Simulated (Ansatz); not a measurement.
An input for the plane-wave PAW code Ansatz:

```yaml
crystal:
  lattice:
    - [0.0, 2.7195663383, 2.7195663383]
    - [2.7195663383, 0.0, 2.7195663383]
    - [2.7195663383, 2.7195663383, 0.0]
  atoms:
    - { symbol: Ca, position: [0.0, 0.0, 0.0] }
    - { symbol: F, position: [0.25, 0.25, 0.25] }
    - { symbol: F, position: [0.75, 0.75, 0.75] }
basis:
  ecutwfc: 500
  ecutrho_ratio: 4
kpoints:
  mp_grid: { grid: [8, 8, 8] }
hamiltonian:
  xc: r2scan
scf:
  occupations: { method: gaussian, width: 0.05 }
output:
  forces: true
  stress: true
  eigenvalues: true
```

Launched as:
```sh
ansatz run input.yaml --threads 4 --pin off --max-ram 7168MiB --backend cpu --events-out ev --progress --plain --runs-dir out
```

The start was a prototype's sites filled with these elements; the Crystallography Open Database holds the compound in this structure.

**Question.** What will the run give?

**Answer.** Pressure 0.0 GPa, gap on the mesh 8.03 eV (r²SCAN, scalar-relativistic).

The output:

```
Pseudopotentials: kind: paw
Pseudopotential: Ca, paw, valence charge 10, recommended cutoff 500 eV (meta_gga), Ca.paw.azcp
Pseudopotential: F, paw, valence charge 7, recommended cutoff 500 eV (meta_gga), F.paw.azcp
Crystal: 3 atoms, lattice volume = 40.228 Å³
Basis set: ecut = 500 eV, 965 PW (Γ), exchange–correlation on 120×120×120 points (64 copies of the dense FFT grid, shifted against one another)
Bands: 16, of which v1, the nominal top of the filled ones, is band 12 counted from 1 (11 counted from 0)
Symmetry: 48 space group operations
Space group: Fm-3m (ITA 225), of the structure as read, at distance tolerance 3.4e-5 Å
k-points: 29 of 512
Initial density: superposition of atomic densities (neutral atoms: chi_scale 0, normalization atom), corrected by the library's trained network
Initial wavefunctions: pseudopotential atomic-orbital guess
Functional: x = r2scan, c = r2scan; τ floored in thin density (d = 2e-4 eV/Å³)
```

```
SCF iter   1: F=—  HF=-3448.049227 eV  |F-HF|=—  |Δ(HF+E_count)|=         —  Δρ=1.02e-2  dr2=4.04e-2  dr2_τ=7.07e-2
SCF iter   2: F=—  HF=-3448.120931 eV  |F-HF|=—  |Δ(HF+E_count)|=   7.17e-2  Δρ=6.31e-3  dr2=5.18e-3  dr2_τ=1.53e-3
SCF iter   3: F=—  HF=-3448.119708 eV  |F-HF|=—  |Δ(HF+E_count)|=   1.22e-3  Δρ=1.80e-3  dr2=4.98e-4  dr2_τ=1.08e-4
SCF iter   4: F=—  HF=-3448.119661 eV  |F-HF|=—  |Δ(HF+E_count)|=   4.65e-5  Δρ=4.03e-4  dr2=1.74e-5  dr2_τ=7.26e-6
SCF iter   5: F=—  HF=-3448.119667 eV  |F-HF|=—  |Δ(HF+E_count)|=   5.98e-6  Δρ=3.55e-5  dr2=1.39e-7  dr2_τ=4.60e-8
SCF iter   6: F=-3448.119667 eV  HF=-3448.119667 eV  |F-HF|=1.65e-10  |Δ(HF+E_count)|=   1.38e-7  Δρ=1.92e-6  dr2=5.05e-10  dr2_τ=1.17e-10
```

```
SCF 1 converged in 6 iterations: F = -3448.119667 eV  dr2 = 5.05e-10
SCF converged after 6 iterations
Free energy (F): -3448.119667 eV
E sigma→0 (E₀):  -3448.119667 eV
Fermi energy:    6.883216 eV
--- Per-component energies (eV) ---
  E_band       = -206.304814
  E_kinetic    = 697.094337
  E_local      = -1780.208387  (includes V_loc(G=0)·N_el)
  E_nonlocal   = 208.409761
  E_hartree    = 634.596370
  E_xc         = -297.509517
  E_vxc        = -429.499689  (∫ρ·V_xc dr)
  E_paw        = -1269.963430  (= ΣΔE_a)
  E_vpaw       = -200.191960  (= ΣTr[D̂ρ^β])
  E_aug_tail   = 0.002146  (compensation charges beyond the density's cutoff)
  E_vtau       = 28.895868  (kinetic-family band-sum trace: ∫τ·v_τ [+ j·A + Jᵃ·Aᵃ] dr)
  E_ewald      = -1640.257499
  E_core_change = -0.283448  (= ΣΔE_core)
  E_smearing   =  0.000000  (= −TS)
--- Forces (eV/Å), atoms counted from 1 ---
  atom   1  Ca     0.00000000     0.00000000     0.00000000
  atom   2  F      0.00000000     0.00000000     0.00000000
  atom   3  F      0.00000000     0.00000000     0.00000000
--- Stress (GPa, compression-positive) ---
        0.002639       0.000000       0.000000
        0.000000       0.002639       0.000000
        0.000000       0.000000       0.002639
  P = ⅓ Tr σ = 0.0026 GPa (0.026 kbar)
```

Run time: 2 s on 4 threads of Intel(R) Xeon(R) Processor @ 2.50GHz (Skylake/Cascade Lake) (shared host), peak memory 0.45 GiB.

Total energies depend on the potentials used, so only differences within one code and one set of settings carry meaning.

Semilocal functionals underestimate band gaps, commonly by a third or more.
